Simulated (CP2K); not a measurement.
The system is BaS.

```
Ba S
1.0
     4.51664    0.00000    0.00000
     2.25832    3.91153    0.00000
     2.25832    1.30384    3.68782
Ba S
1 1
Direct
  0.00000 0.00000 0.00000
  0.50000 0.50000 0.50000
```

Program: CP2K 2026.2. Alike in all runs: task band structure; cell as given; k mesh 7 × 7 × 7.

Question: Order these runs on this cell by their pressure, lowest first.
A. level LDA; potentials or basis GTH_POTENTIALS Ba GTH-PADE-q10, S GTH-PADE-q6; TZVP-MOLOPT-PBE-GTH basis; spin off; smearing fermi-dirac 0.1 eV; EPS_DEFAULT 1.0E-9; k points reduced by the point group yes; NGRIDS 4; points a segment of the path (NPOINTS) 6; bands added on the path 2
B. level PBEsol; potentials or basis POTENTIAL_UZH Ba GTH-PBE-q10, S GTH-PBE-q6; TZVP-MOLOPT-PBE-GTH basis; spin off; smearing fermi-dirac 0.01 eV; EPS_DEFAULT 1.0E-9; k points reduced by the point group yes; NGRIDS 5; points a segment of the path (NPOINTS) 10; bands added on the path 4
C. level PBE; potentials or basis GTH_SOC_POTENTIALS Ba GTH-PBE-q10, S GTH-PBE-q6; TZVP-MOLOPT-PBE-GTH basis; spin SOC, no magnetisation; smearing fermi-dirac 0.05 eV; EPS_DEFAULT 1.0E-10; NGRIDS 4; points a segment of the path (NPOINTS) 6; bands added on the path 4

Answer: A (-2.2 GPa), B (-0.4 GPa), C (1.2 GPa).

Caveats: the basis of atomic orbitals isn't converged, which shifts pressures, moduli and gaps; the potentials were made for another functional, which shifts forces and pressure (some runs).
